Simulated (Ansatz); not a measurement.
**InSe in Ansatz: convergence with smearing width**

The system is InSe.

```
CELL_PARAMETERS angstrom
3.63204 0.00000 0.00000
0.00000 3.63204 0.00000
0.00000 0.00000 3.63204
ATOMIC_POSITIONS crystal
In 0.49589 0.49538 0.49604
Se 0.99402 0.99833 0.98975
```

The cell was built by a generator and needn't be a form met in nature.

The cell isn't the ideal one: atoms moved at random, drawn with an rms of 0.05 Å.

| Property | Result |
| --- | --- |
| Program | Ansatz 0.2.0 |
| Task | convergence study |
| Functional | PBEsol |
| Potentials or basis | Ansatz PAW |
| Cutoff | 420 eV (not typed: the program's choice for these potentials) |
| k mesh | 5 × 5 × 5 |
| Occupations | fermi-dirac, width 0.3 eV |
| Spin | no spin polarisation |

These are the settings of the first run; the series varies smearing width, with any setting tied to it.

Hardware: 2 threads of Arm Neoverse V2 (shared host).

```tsv
smearing width	energy less the tightest run, at zero smearing (meV/atom)	pressure (GPa)	largest force (eV/Å)	SCF cycles	CPU time (s)	peak memory (GiB)
0.3 eV	-11.73	-1.96	0.009	7	5.3	0.36
0.2 eV	-6.95	-2.32	0.014	6	5.1	0.36
0.15 eV	-5.56	-2.50	0.016	6	5	0.35
0.1 eV	-4.55	-2.67	0.019	6	4.9	0.35
0.05 eV	-2.75	-2.80	0.020	7	5.2	0.35
0.025 eV	-1.32	-2.83	0.021	6	5.7	0.35
0.01 eV	-0.33	-2.83	0.021	6	5.1	0.35
0.005 eV	0.00	-2.83	0.021	6	5.2	0.35
```

Against the tightest run, the energy stays within 1 meV/atom from 0.01 eV on; the pressure stays within 0.1 GPa from 0.05 eV on; the largest force stays within 0.005 eV/Å from 0.15 eV on. Narrower smearing needs a denser k mesh, so at a fixed mesh the narrowest width isn't the most accurate. The tightest run that finished is the yardstick and may itself not be fully converged.

Caveat, for the tightest run too: the PAW data sets come from PBE, with cores solved anew for the run's functional, which leaves a small shift of forces and pressure.
